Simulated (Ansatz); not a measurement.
Here is an unrelaxed guess for Si.

```cif
data_structure
_symmetry_space_group_name_H-M 'Cmme'
_symmetry_Int_Tables_number 67
_cell_length_a 4.8077
_cell_length_b 4.8319
_cell_length_c 3.7934
_cell_angle_alpha 90.000
_cell_angle_beta 90.000
_cell_angle_gamma 90.000
_cell_volume 88.12
loop_
_atom_site_label
_atom_site_type_symbol
_atom_site_symmetry_multiplicity
_atom_site_Wyckoff_symbol
_atom_site_fract_x
_atom_site_fract_y
_atom_site_fract_z
_atom_site_occupancy
Si1 Si 4 g 0.50000 0.25000 0.49824 1
```

Level of theory: DFT PBE+D3(BJ), scalar-relativistic, plane waves, PAW (Ansatz). Cutoff 420 eV; k points 6×6×4 on the computed 2-atom cell (Γ-centred); Gaussian smearing, width 0.10 eV; no spin polarisation.

Energies count from the standard state of Si at the same level.

**Question.** How far from equilibrium is it?

**Answer.** The pressure is -2.4 GPa (the mean over three directions, positive in compression), the largest force is 0.00 eV/Å, and the energy is +0.86 eV/atom against the standard state. The shortest distance is 2.40 Å.

**Question.** How much does it gain on relaxing, and where does it end?

**Answer.** Relaxing gains about 0.59 eV/atom (the start's value is from the coarse mesh, so the gain is rough) in 17 ionic steps and ends at +0.27 eV/atom on the finer mesh. The symmetry goes from Cmme (No. 67) to Pm-3m (No. 221), and the primitive cell from 2 to 1 atom. The end has the simple cubic type. The volume per atom shrinks by 29.0 %, from 22.0 to 15.6 Å³. The shortest distance goes from 2.40 Å (Si–Si) to 2.50 Å (Si–Si). Conventional cell: a = 2.501 Å. Si is surrounded by 6 Si at 2.50 Å.

The last run used a 16×16×22 mesh (in the run's order of axes) for its 2-atom cell and Gaussian smearing of 0.10 eV. The end has P4/mmm (No. 123) at a tolerance of 0.01 Å; the cell shown is made exact in the group found at 0.05 Å. The relaxation can't lower the symmetry of the start. A structure relaxed within its symmetry needn't be a true minimum. Another cell of Si relaxed alike, in P6/mmm, lies 71 meV/atom lower, so this cell isn't the stable form at this level.
